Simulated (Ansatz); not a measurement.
**SiC2: the cell at several levels of theory**

How does the equilibrium cell of SiC2 as one 6-atom ordering (P3m1) on the diamond lattice depend on the functional? It is relaxed with PBE and r2SCAN. This is a trial cell built on a prototype, not taken from a measured structure, and it needn't be the compound's ground state.

The runs shown are made with Ansatz 0.2.0. PAW datasets, plane waves, zero pressure. Simulation only: spin-unpolarised, and no claim that this is the phase found in nature.

## (1) The system as given

This is the cell as the run starts from it, not yet at rest; its lengths are not the crystal's.

The symmetry is P3m1 (No. 156, trigonal); conventional cell a = 2.863 Å, c = 7.013 Å, 8.30 Å³ an atom. Near C stand 3 C at 1.75 Å and 1 Si at 1.75 Å; near C stand 1 C at 1.75 Å and 3 Si at 1.75 Å; near C stand 4 Si at 1.75 Å; near C stand 4 C at 1.75 Å; near Si stand 4 C at 1.75 Å.

Coordinates:

```xyz
6
Lattice="2.8632 0.0000 0.0000 -1.4316 2.4796 0.0000 0.0000 0.0000 7.0133" Properties=species:S:1:pos:R:3 pbc="T T T"
C     0.0000    0.0000    0.0000
C     1.4316    0.8265    4.6756
C     0.0000    1.6531    2.3378
C     1.4316    0.8265    6.4289
Si    0.0000    1.6531    4.0911
Si    0.0000    0.0000    1.7533
```

## (2) PBE: cell and atoms

Contents of input.yaml:

```yaml
crystal:
  lattice:
    - [2.8631813438, 0.0, 0.0]
    - [-1.4315906719, 2.4795877794, 0.0]
    - [0.0, 0.0, 7.0133333333]
  atoms:
    - { symbol: C, position: [0.0, 0.0, 0.0] }
    - { symbol: C, position: [0.6666666667, 0.3333333333, 0.6666666667] }
    - { symbol: C, position: [0.3333333333, 0.6666666667, 0.3333333333] }
    - { symbol: C, position: [0.6666666667, 0.3333333333, 0.9166666667] }
    - { symbol: Si, position: [0.3333333333, 0.6666666667, 0.5833333333] }
    - { symbol: Si, position: [0.0, 0.0, 0.25] }
kpoints:
  mp_grid: { grid: [12, 12, 4] }
hamiltonian:
  xc: pbe
scf:
  occupations: { method: fermi_dirac, width: 0.02 }
relax:
  f_tol: 0.005
  cell: {}
```

Command:

```bash
> ansatz run input.yaml --threads 4 --pin off --max-ram 6451MiB --backend cpu --events-out ev --progress --plain --runs-dir out
```

The runs that follow: Relaxing with r2SCAN.

Before running it: what results should come out? Wanted: for each run, a; c; volume; space group; SCF geometries.

**Answer**, as computed:

```
 level  a (Å)  c (Å)  volume (Å³/atom)  space group  SCF geometries
   PBE  2.941  7.213             9.008         P3m1              10
r2SCAN  2.930  7.175             8.892         P3m1               7
```

From the start to the first minimum the volume moved by +8.5 %. The volume runs from r2SCAN (least) to PBE (most), a spread of 1.3 %, or 0.4 % in length if all axes shared it alike.
